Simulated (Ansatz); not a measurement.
Mo (Im-3m) under several functionals

**What was measured.**

From a printed reference work, data compilation, for a bulk crystal of Mo at 298.15 K: lattice constant a 3.1473 Å.

Plane-wave DFT in Ansatz with scalar-relativistic PAW potentials. The same structure was relaxed (cell and atoms, symmetry kept) in separate runs at each level. No spin polarisation.

**Question.** How do the levels LDA, PBE, PBEsol, r2SCAN compare?

**Answer.**
| level | cutoff (eV) | k mesh | V (Å³/atom) | a (Å) |
| --- | --- | --- | --- | --- |
| LDA | 420 | 18×18×18 | 15.059 | 3.111 |
| PBEsol | 420 | 18×18×18 | 15.322 | 3.129 |
| r2SCAN | 500 | 18×18×18 | 15.634 | 3.150 |
| PBE | 420 | 18×18×18 | 15.786 | 3.161 |

The usual order of volumes, LDA < PBEsol < PBE, holds here (15.059, 15.322, 15.786 Å³/atom). As a rule LDA overbinds; PBEsol, built on the gradient expansion of slowly varying densities, lies between LDA and PBE; PBE's stronger gradient term for exchange weakens bonds. r2SCAN lies 1.0 % under PBE in volume.

For PBE: Against the measured lattice constant a of Mo, 3.1473 Å (298.15 K; a printed reference work, data compilation), the calculated 3.161 Å is off by +0.4 %. The calculations are for 0 K without zero-point motion.

Cost: 4 runs of about 1.1 core-minutes in all, on Arm Neoverse V1, AMD EPYC 7R43 (Zen 3), Arm Neoverse N1 (shared hosts).